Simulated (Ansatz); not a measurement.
# B (graphite type): how the settings move a single-point run

Aim: see which settings change the result for B (graphite type), by how much, and at what cost.

Program: Ansatz 0.2.0. Level of theory: reference: DFT, PBE, PAW with Ansatz's default frozen-core files, scalar-relativistic. These are calculated values, not measurements.

## Step 1: The system as given

The structure is hexagonal, space group P6_3/mmc (No. 194). The conventional cell has a = 2.689 Å, b = 2.689 Å, c = 3.256 Å, α = 90.00°, β = 90.00°, γ = 120.00°. B (site symmetry -6m2) is surrounded by 5 B at 1.55 to 1.63 Å. B (site symmetry -6m2) has 3 B at 1.55 Å as nearest neighbours.

As a file:

```xyz
4
Lattice="2.6894 0.0000 0.0000 -1.3447 2.3291 0.0000 0.0000 0.0000 3.2564" Properties=species:S:1:pos:R:3 pbc="T T T"
B     0.0000    0.0000    0.8141
B     0.0000    0.0000    2.4423
B     0.0000    1.5527    0.8141
B     1.3447    0.7764    2.4423
```

## Step 2: Baseline

Contents of input.yaml:

```yaml
crystal:
  lattice:
    - [2.689402345, 0.0, 0.0]
    - [-1.3447011725, 2.3290907518, 0.0]
    - [0.0, 0.0, 3.256377491]
  atoms:
    - { symbol: B, position: [0.0, 0.0, 0.25] }
    - { symbol: B, position: [0.0, 0.0, 0.75] }
    - { symbol: B, position: [0.3333333333, 0.6666666667, 0.25] }
    - { symbol: B, position: [0.6666666667, 0.3333333333, 0.75] }
kpoints:
  mp_grid: { grid: [15, 15, 5] }
scf:
  occupations: { method: fermi_dirac, width: 0.05 }
hamiltonian:
  xc: pbe
  pseudopotentials: { kind: paw }
output:
  forces: true
  stress: true
  eigenvalues: true
  populations: true
```

The run is started by

```
> ansatz run input.yaml --threads 1 --pin off --max-ram 3072MiB --backend cpu --events-out ev --progress --plain --runs-dir out
```

## Step 3: Changed: xc lda, dispersion d3bj

Changes to input.yaml since step 2:

```diff
@@ -15,4 +15,5 @@
 hamiltonian:
-  xc: pbe
+  xc: lda
   pseudopotentials: { kind: paw }
+  dispersion: d3bj
 output:
@@ -22 +23,5 @@
   populations: true
+  write_density: true
+  write_potential: true
+  elf: true
+  volumetric_format: npy
```

Q: Predict the outcome of this session. Wanted: for each run, ending; energy change; pressure; gap; force.

The runs gave:

| run | ending | energy change | pressure (GPa) | gap (eV) | force (eV/Å) | cycles | time |
| --- | --- | --- | --- | --- | --- | --- | --- |
| reference | converged | - | 143.8 | 0.00 | 0.00 | 6 | 1.5 s |
| 1: xc lda, dispersion d3bj | converged | not comparable | 120.7 | 0.00 | 0.00 | 6 | 1.5 s |

Times don't compare one to one where runs were asked for different outputs or read a saved state (see the inputs); cycles may leave out searches for a lower state.

Residual by cycle in the longest SCF loop of each run; runs are numbered as in the table. The quantity is the density residual dr2, in eV.

| cycle | reference | run 1 |
| --- | --- | --- |
| 1 | 0.053 | 0.058 |
| 2 | 0.0184 | 0.0194 |
| 3 | 8.4e-6 | 1.0e-5 |
| 4 | 9.8e-8 | 1.3e-7 |
| 5 | 4.5e-10 | 6.3e-10 |
| 6 | 1.6e-12 | 2.4e-12 |

After a change of functional the difference of the totals has no physical meaning; the pressure goes from 143.8 to 120.7 GPa. The dispersion term changed too. The structure is not at rest: the sound run finds 144 GPa, so these are no properties of the relaxed crystal. 
